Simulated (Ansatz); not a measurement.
# Mo (Mo, omega (AlB2-type)): the cost of one run

Program: Ansatz 0.2.0. Level of theory: DFT revPBE, plane waves (420 eV) with PAW, scalar-relativistic; PBE-made PAW files. These are calculated values, not measurements.

### Step 1. The structure to begin with

It takes space group P6/mmm (No. 191, hexagonal). The conventional cell has a = 4.449 Å, b = 4.449 Å, c = 2.728 Å, α = 90.00°, β = 90.00°, γ = 120.00°. Around Mo (site symmetry 6/mmm) lie 14 Mo at 2.73 to 2.91 Å. Mo (site symmetry -6m2) is surrounded by 11 Mo at 2.57 to 2.91 Å.

As a file:

```cif
data_structure
_symmetry_space_group_name_H-M 'P6/mmm'
_symmetry_Int_Tables_number 191
_cell_length_a 4.4494
_cell_length_b 4.4494
_cell_length_c 2.7275
_cell_angle_alpha 90.000
_cell_angle_beta 90.000
_cell_angle_gamma 120.000
_cell_volume 46.76
loop_
_atom_site_label
_atom_site_type_symbol
_atom_site_symmetry_multiplicity
_atom_site_Wyckoff_symbol
_atom_site_fract_x
_atom_site_fract_y
_atom_site_fract_z
_atom_site_occupancy
Mo1 Mo 1 a 0.00000 0.00000 0.00000 1
Mo2 Mo 2 d 0.33333 0.66667 0.50000 1
```

### Step 2. Relaxation of the cell

Contents of input.yaml:

```yaml
crystal:
  lattice:
    - [4.4494349246, 0.0, 0.0]
    - [-2.2247174623, 3.8533236772, 0.0]
    - [0.0, 0.0, 2.7275036088]
  atoms:
    - { symbol: Mo, position: [0.0, 0.0, 0.0] }
    - { symbol: Mo, position: [0.3333333333, 0.6666666667, 0.5] }
    - { symbol: Mo, position: [0.6666666667, 0.3333333333, 0.5] }
hamiltonian:
  xc: revpbe
  pseudopotentials:
    kind: paw
    azcp:
      Mo: "pseudopotentials/Mo.paw.azcp"
basis:
  ecutwfc: 420
  fft_grid_basis: typed
kpoints:
  mp_grid: { grid: [8, 8, 11], shift: [0, 0, 0] }
magnetization:
  spin_polarized: false
scf:
  occupations: { method: fermi_dirac, width: 0.1 }
relax:
  max_steps: 60
  f_tol: 0.01
  cell: {}
```

What time and memory should one allow on 2 threads of an Arm CPU, shared host?

About 10 s, with a peak of 0.35 GiB.
